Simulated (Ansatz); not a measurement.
# Al: the cost of one run

Program: Ansatz 0.2.0. Level of theory: DFT PBE, scalar-relativistic, plane waves, PAW. These are calculated values, not measurements.

## 1. The structure to begin with

It takes space group I4/mmm (No. 139, tetragonal). The conventional cell has a = 3.458 Å, b = 3.458 Å, c = 5.958 Å, α = 90.00°, β = 90.00°, γ = 90.00°. Al (site symmetry 4mm) is surrounded by 5 Al at 2.48 to 2.50 Å.

Coordinates:

```xyz
2
Lattice="-1.7292 1.7292 2.9789 1.7292 -1.7292 2.9789 1.7292 1.7292 -2.9789" Properties=species:S:1:pos:R:3 pbc="T T T"
Al    0.0000    0.0000    1.7391
Al    0.0000    0.0000    4.2187
```

A structure generator made this guess: 5-connected net of one element (I4/mmm, No. 139). Its size is a rough estimate.

## 2. The guess as it stands, on a coarse mesh

Input file input.yaml:

```yaml
crystal:
  lattice:
    - [-1.72916087, 1.72916087, 2.978888]
    - [1.72916087, -1.72916087, 2.978888]
    - [1.72916087, 1.72916087, -2.978888]
  atoms:
    - { symbol: Al, position: [0.29190758, 0.29190758, 0.0] }
    - { symbol: Al, position: [0.70809242, 0.70809242, 0.0] }
basis:
  ecutwfc: 420
kpoints:
  mp_grid: { grid: [8, 8, 8] }
hamiltonian:
  xc: pbe
scf:
  occupations: { method: gaussian, width: 0.1 }
  lower_state_search: "off"
output:
  forces: true
  stress: true
  eigenvalues: true
```

Run with:

```
$ ansatz run input.yaml --threads 1 --pin off --max-ram 2560MiB --backend cpu --events-out ev --progress --plain --runs-dir out
```

What time and memory should one allow on 1 thread of Arm Neoverse V1, shared host?

About 1.5 s, with a peak of 0.27 GiB.
